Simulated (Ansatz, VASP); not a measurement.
# Al16BH3 in VASP and in Ansatz

```xyz
20
Lattice="8.1000 0.0000 0.0000 0.0000 5.7276 0.0000 0.0000 0.0000 16.2957" Properties=species:S:1:pos:R:3 pbc="T T T"
Al    2.0250    1.4319    1.0000
Al    6.0750    1.4319    1.0000
Al    2.0250    4.2957    1.0000
Al    6.0750    4.2957    1.0000
Al   -0.0050   -0.0047    2.2930
Al    4.0432   -0.0206    2.3340
Al   -0.0054    2.8708    2.2943
Al    4.0430    2.8837    2.3321
Al    2.0243    1.4320    3.7360
Al    6.0390    1.4324    3.7522
Al    2.0207    4.2958    3.8162
Al    6.0259    4.2966    3.8413
Al   -0.0201    0.0179    5.0348
Al    4.0008   -0.0454    5.1218
Al   -0.0205    2.8461    5.0373
Al    4.0014    2.9096    5.1204
B     4.0777    1.4312    6.7434
H     5.1495    1.4261    7.2932
H     3.3711    2.4112    7.0141
H     3.3407    0.4846    7.0375
```

Alike in both runs: functional PBE; k mesh 2 × 2 × 1; occupations fermi-dirac, width 0.05 eV; no spin polarisation.

Ansatz relaxed the structure, and its values are those at the end. VASP's run is a single point on that final structure, the one shown.

|  | VASP | Ansatz |
| --- | --- | --- |
| version | VASP 6.6.1 | Ansatz 0.2.0 |
| potentials or method | VASP PAW PBE potentials, release 64 (Al, B, H) | scalar-relativistic, plane waves, PAW |
| plane-wave cutoff (eV) | 520 | 420 |
| valence electrons in the cell | 54 | 54 |

```tsv
	VASP	Ansatz	Ansatz less VASP
rms of the force components (eV/Å)	0.054	0.054	-0.0002
```

Ansatz warned: «xc_potential_rough_in_thin_density».

Caveats: the k mesh is coarse (spacing up to 0.55 Å⁻¹), so the values aren't converged.
